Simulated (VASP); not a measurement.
Wanted: the native input for a VASP 6.6.1 run.

```
Task                   : electron localisation function
Functional             : PBE
Potentials or basis    : VASP PAW PBE potentials, release 64 (Cu, O)
Cutoff                 : 520 eV
k mesh                 : 10 × 10 × 5
Occupations            : gaussian, width 0.02 eV
Spin                   : no spin polarisation
Further INCAR settings : ALGO = Normal; EDIFF = 1e-06
```

The structure of CuO (Tenorite) lies in POSCAR:

```
CuO
1.0
    2.3418500000     -1.7113000000      0.0000000000
    2.3418500000      1.7113000000      0.0000000000
   -0.8500274268      0.0000000000      5.0578693947
Cu O
2 2
Direct
    0.5000000000      0.0000000000      0.5000000000
    0.0000000000      0.5000000000      0.0000000000
    0.4184000000      0.5816000000      0.7500000000
    0.5816000000      0.4184000000      0.2500000000
```

These files were run (other wordings do the same):

INCAR

```
  ALGO = Normal
  EDIFF = 1E-6
  ENCUT = 520
  GGA = PE
  ISIF = 2
  ISMEAR = 0
  LASPH = True
  LCHARG = True
  LELF = True
  LREAL = False
  LWAVE = False
  NELM = 60
  PREC = Accurate
  SIGMA = 0.02
```

KPOINTS

```
k-points
0
Gamma
  10 10 5
```

Potentials or basis: VASP PAW PBE potentials, release 64 (Cu, O).

Command:

```console
$ cat potpaw_PBE.64/Cu/POTCAR potpaw_PBE.64/O/POTCAR > POTCAR
$ mpirun -np 1 vasp_std > vasp.out
```

Results of the run:

* Pressure: 6.3 GPa
* Largest force: 0.218 eV/Å
* Band gap on the k mesh: none (metal or under the smearing width)

Caveat: the run has no spin polarisation, though such a crystal can be magnetic; semilocal functionals often make such compounds metallic where correlation or magnetic order opens a gap, which also shifts bond lengths.

Run time: 41 s on 1 thread of Intel(R) Xeon(R) 6975P-C (Granite Rapids), with other jobs on the host, peak memory 0.24 GiB.
